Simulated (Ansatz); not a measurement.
Tetradymite Sb2Te3

The numbers are results of LDA (PAW; Ansatz, a quantum-chemistry and plane-wave program), not measurements.

Cell: relaxed at this level.

interlayer binding energy: 20.7 meV/Å²
layer repeat distance: 9.821 Å
gap between the layers: 2.544 Å

Spin–orbit coupling is not included.
